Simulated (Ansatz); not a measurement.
## AlAs: the gap against volume

AlAs, F-43m, a = 5.678 Å. Ansatz: r2SCAN, PAW, 500 eV, Γ-centred 8×8×8 mesh on 2 atoms, Gaussian smearing 0.02 eV; no spin polarisation. Symmetry fixes shape and atoms, so the cell is only scaled; x = ln(V/V0) with V0 = 22.881 Å³/atom. The gap is read at the mesh points alone.

```tsv
x	gap y (eV)
-0.0619	1.716
-0.0305	1.768
0.0000	1.815
0.0296	1.857
0.0583	?
```

Problem. Fit a straight line to the other rows, give the volume deformation potential of the gap and its pressure coefficient, and predict the missing gap. B0 = 75.9 GPa.

Solution. Means x = -0.01570, y = 1.7890; Σ(Δx)² = 0.004652, ΣΔxΔy = 0.007172; the slope is their ratio. y = 1.8132 + 1.5417 x. The slope is the deformation potential a = dE_g/d ln V = 1.54 eV, and dE_g/dP = −a/B0 = -20.3 meV/GPa. With a term in x² added, the coefficient of x becomes 1.479, 4 % less, which shows how far this figure hangs on the form. At x = 0.0583 the fit asked for gives 1.903 eV. The run gave 1.895 eV, so the fit is 0.008 eV too high, 4.5 % of the span of the series, against an rms of 0.002 eV on the fitted rows. The row lies outside the fitted range. With a term in x² added, a fit to the same known rows predicts 1.895 eV, so most of the miss is curvature that the known rows already hold.

Spin-orbit coupling is left out; it would lift a valence top of As p states by 0.1 to 0.15 eV. Semilocal functionals give gaps under the measured ones; changes of the gap mostly carry over better.